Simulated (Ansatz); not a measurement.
Reactions of C5H12O, SMILES `CCC(C)CO`.

Isolated molecules relaxed with PBE0-D4/def2-TZVP in Ansatz; ΔE leaves out vibrations. CCSD(T)/CBS is the MP2 limit (def2-TZVPP, def2-QZVPP) plus CCSD(T) − MP2 in def2-TZVPP, frozen cores. This one scheme is used for every species. For Mg outer-core shells are correlated without core-valence functions, which leaves a few kJ/mol of doubt a bond. One conformer a species, not always the lowest.

(1) Order these by ΔE at CCSD(T)/CBS, lowest first. (Best estimate.)
A. `CCC(C)CO` + `[OH][MgH]` → `C[O][MgH]` + `CCCCO`
B. `CCC(C)CO` + `C1N[SiH2]O1` → `OCN1CO[SiH2]1` + `CCCC`
C. `CCC(C)CO` + `CCCC` → `CCCCC(CC)CO` + CH₄
D. `CCC(C)CO` + H–F → `CCC(C)F` + CH₃OH
E. `CCC(C)CO` + `COB(O)Cl` → `COB(Cl)OC` + `CC(C)CO`

Largest T1 diagnostic: 0.012, for `COB(Cl)OC`.

## Answers

(1) C (-2.7 kJ/mol), B (+6.3 kJ/mol), D (+40.1 kJ/mol), E (+51.0 kJ/mol), A (+65.3 kJ/mol).
